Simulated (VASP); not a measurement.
# AlN: input slips in a relaxation and what they do, part 2 of 2

Some relaxations of AlN get a fault in the input on purpose. Which of them show, and how? The starting structure is a measured crystal structure from the Crystallography Open Database. The first relaxation on each setting starts from this cell expanded by 3 % in volume.

VASP 6.6.1.

Results so far: reference 10.46 Å³ an atom; a loose energy criterion for the relaxation 10.45 Å³ an atom; a k mesh far too coarse 9.73 Å³ an atom.

### Step 5. Relaxation with low precision and a small cutoff

Level of this step: PBEsol; plane waves and PAW (Al, N) (VASP).

A slip made on purpose: low precision and a small cutoff. Against step 2 the input has PREC = Low and ENCUT = 320 (also changed: NELM).

The input, INCAR:

```
SYSTEM = AlN
PREC = Low
ENCUT = 320
EDIFF = 1E-06
NELM = 60
ISMEAR = 0
SIGMA = 0.03
LREAL = .FALSE.
ALGO = Normal
GGA = PS
NBANDS = 14
LORBIT = 11
LWAVE = .FALSE.
LCHARG = .FALSE.
KPAR = 8
IBRION = 2
NSW = 50
ISIF = 3
EDIFFG = -0.006
```

The input, POSCAR:

```
AlN
1.0
    3.1418039835      0.0000000000      0.0000000000
   -1.5709019918      2.7208820635      0.0000000000
    0.0000000000      0.0000000000      5.0272903343
Al N
2 2
Direct
    0.6666666667      0.3333333333      0.5000000000
    0.3333333333      0.6666666667      0.0000000000
    0.6666666667      0.3333333333      0.8850000000
    0.3333333333      0.6666666667      0.3850000000
```

The input, KPOINTS:

```
Automatic mesh
0
Gamma
8 8 4
0 0 0
```

The projector-augmented-wave data sets are Al and N (PBE family, release 64).

Command:

```bash
$ mpirun -np 8 vasp_std
```

Log:

```text
[... set-up lines as in an earlier step ...]
 entering main loop
       N       E                     dE             d eps       ncg     rms          rms(c)
DAV:   1     0.238868906662E+02    0.23887E+02   -0.55032E+03   848   0.686E+02
DAV:   2    -0.330004264076E+02   -0.56887E+02   -0.53419E+02  1168   0.158E+02
DAV:   3    -0.352694642346E+02   -0.22690E+01   -0.22622E+01  1074   0.332E+01
DAV:   4    -0.352818842976E+02   -0.12420E-01   -0.12418E-01  1014   0.289E+00
[...]
DAV:  10    -0.312592042263E+02   -0.32202E-03   -0.14386E-03  1038   0.257E-01    0.202E-01
DAV:  11    -0.312591216490E+02    0.82577E-04   -0.16451E-04  1002   0.911E-02    0.422E-02
DAV:  12    -0.312591218840E+02   -0.23504E-06   -0.27533E-06  1062   0.146E-02
   1 F= -.31259122E+02 E0= -.31259122E+02  d E =-.312591E+02
[... from here on, the cycles between the ionic steps are left out ...]
   2 F= -.30956065E+02 E0= -.30956065E+02  d E =0.303057E+00
   3 F= -.31483783E+02 E0= -.31483783E+02  d E =-.224661E+00
   4 F= -.31484024E+02 E0= -.31484024E+02  d E =-.224902E+00
   5 F= -.31483968E+02 E0= -.31483968E+02  d E =-.224846E+00
   6 F= -.31483790E+02 E0= -.31483790E+02  d E =0.177895E-03
   7 F= -.31484414E+02 E0= -.31484414E+02  d E =-.446188E-03
   8 F= -.31484415E+02 E0= -.31484415E+02  d E =-.942581E-06
   9 F= -.31484484E+02 E0= -.31484484E+02  d E =-.702412E-04
[...]
reached required accuracy - stopping structural energy minimisation
```

The job ended after 4 s (8 MPI ranks of Intel Xeon 6975P-C (Granite Rapids), shared host; peak memory 0.83 GiB; 25 s of CPU time).

OUTCAR, selected parts (step 5):

```text
  Total       -0.0006581     -0.0006581     -0.0006903      0.0000000      0.0000000      0.0000000
  in kB       -0.0266192     -0.0266192     -0.0279238      0.0000000      0.0000000      0.0000000
  external PRESSURE =      -0.0270541 kB  Pullay stress =       0.0000000 kB

 POSITION                                       TOTAL-FORCE (eV/Angst)
 -----------------------------------------------------------------------------------
      1.53052      0.88365      2.44486         0.000000      0.000000      0.000840
     -0.00000      1.76730      0.00437        -0.000000     -0.000000      0.000840
      1.53052      0.88365      4.31532        -0.000000     -0.000000     -0.000840
     -0.00000      1.76730      1.87482        -0.000000     -0.000000     -0.000840
 -----------------------------------------------------------------------------------
    total drift:                               -0.000197     -0.000340      0.005125

  FREE ENERGIE OF THE ION-ELECTRON SYSTEM (eV)
  ---------------------------------------------------
  free  energy   TOTEN  =       -31.4844843384 eV

  energy  without entropy=      -31.4844843384  energy(sigma->0) =      -31.48448434

[... 2 parts as in an earlier step ...]

[... 2 further parts left out ...]
[key lines of the parts left out:]
E-fermi :   6.7794
```

With low precision and a small cutoff the cell ends at 9.902 Å³ an atom, -5.32 % from the reference.

### Step 6. Relaxation with too few ionic steps

A slip made on purpose: too few ionic steps. Against step 2 the input has NSW = 2 (also changed: NELM).

INCAR, as its differences from that of step 5:

```diff
@@ -1,4 +1,4 @@
 SYSTEM = AlN
-PREC = Low
-ENCUT = 320
+PREC = Accurate
+ENCUT = 520
 EDIFF = 1E-06
@@ -16,3 +16,3 @@
 IBRION = 2
-NSW = 50
+NSW = 2
 ISIF = 3
```

POSCAR is that of step 5.

KPOINTS is that of step 5.

Command:

```bash
$ mpirun -np 8 vasp_std
```

Log:

```text
[... set-up lines as in an earlier step ...]
 entering main loop
       N       E                     dE             d eps       ncg     rms          rms(c)
[... 13 cycles as in an earlier step ...]
   1 F= -.31291505E+02 E0= -.31291505E+02  d E =-.312915E+02
[...]
N       E                     dE             d eps       ncg     rms          rms(c)
[... 7 cycles as in an earlier step ...]
   2 F= -.31297209E+02 E0= -.31297209E+02  d E =-.570462E-02
 trial-energy change:   -0.005705  1 .order   -0.003963   -0.076117    0.068191
 step:   0.5454(harm=  0.5275)  dis= 0.00463  next Energy=   -31.312545 (dE=-0.210E-01)
```

It took 5.4 s on 8 MPI ranks; peak memory 1.4 GiB.

From OUTCAR (step 6):

```text
  Total        1.1187532      1.1187532      1.5810228     -0.0000000     -0.0000000      0.0000000
  in kB       43.8673644     43.8673644     61.9933902     -0.0000000     -0.0000000      0.0000000
  external PRESSURE =      49.9093730 kB  Pullay stress =       0.0000000 kB

 POSITION                                       TOTAL-FORCE (eV/Angst)
 -----------------------------------------------------------------------------------
      1.54684      0.89307      2.47317        -0.000000     -0.000000     -0.095161
     -0.00000      1.78614      0.00832        -0.000000     -0.000000     -0.095161
      1.54684      0.89307      4.35446         0.000000      0.000000      0.095161
     -0.00000      1.78614      1.88961         0.000000      0.000000      0.095161
 -----------------------------------------------------------------------------------
    total drift:                               -0.000000      0.000000     -0.002643

  FREE ENERGIE OF THE ION-ELECTRON SYSTEM (eV)
  ---------------------------------------------------
  free  energy   TOTEN  =       -31.2972091336 eV

  energy  without entropy=      -31.2972091336  energy(sigma->0) =      -31.29720913

[... 1 part as in an earlier step ...]

[... 2 further parts left out ...]
[key lines of the parts left out:]
E-fermi :   6.5073
```

The relaxation used up its 2 ionic steps (NSW) before forces and stress met EDIFFG.

### Step 7. Comparison

| run | ended | volume (Å³/atom) | change (%) | bulk modulus (GPa) | pressure left (GPa) | core minutes |
| --- | --- | --- | --- | --- | --- | --- |
| reference | converged | 10.458 | - | 202.2 | 0.06 | 2.29 |
| a loose energy criterion for the relaxation | converged | 10.453 | -0.04 | - | 0.06 | 0.907 |
| a k mesh far too coarse | converged | 9.729 | -6.97 | 218.4 | -0.02 | 0.96 |
| low precision and a small cutoff | converged | 9.902 | -5.32 | - | 0.0 | 0.533 |
| too few ionic steps | not converged | - | - | - | - | 0.72 |

Core minutes are wall time times ranks, summed over the relaxations behind a row (those for a bulk modulus apart), on shared hosts.

### Step 8. Summary of results

| Item | Value |
| --- | --- |
| volume of the reference | 10.46 Å³/atom |
| volume against the reference, a loose energy criterion for the relaxation | -0.04 % |
| volume against the reference, a k mesh far too coarse | -6.97 % |
| volume against the reference, low precision and a small cutoff | -5.32 % |
| run with too few ionic steps | not converged |

What this shows: The run with too few ionic steps didn't converge. Finished, but with signs in the output that stand out against the reference: a loose energy criterion for the relaxation, with the volume changed by less than 0.1 % (signs: a stress of up to 0.2 GPa and forces of up to 0.04 eV/Å); low precision and a small cutoff, with the volume changed by -5.3 % (signs: -20.1 GPa at the first ionic step (of the first relaxations, not shown; reference: -5.2 GPa)). Finished, and of the signs looked for here (warnings, stress, forces, entropy, moments, translations away from zero, imaginary modes) none stands out against the reference by the marks set here, though the cell is off: a k mesh far too coarse, with the volume changed by -7.0 %, in a cell of other symmetry than the reference's. The reference was restarted once and the runs with a slip weren't, so their cells may not have settled fully. Further runs on this material are not shown.

[Lines on the potential files, build, host, timing and source positions are cut from VASP's logs without a mark.]

[Logs are printed without paths, hosts, clocks, repeated set-up lines and the standing remarks that a program may print on its own settings, such as how far it seeks lower states.]

[Hosts, paths, dates, database ids (printed as entryN), source tags and the programs' standing remarks are cut or masked in the printed files.]
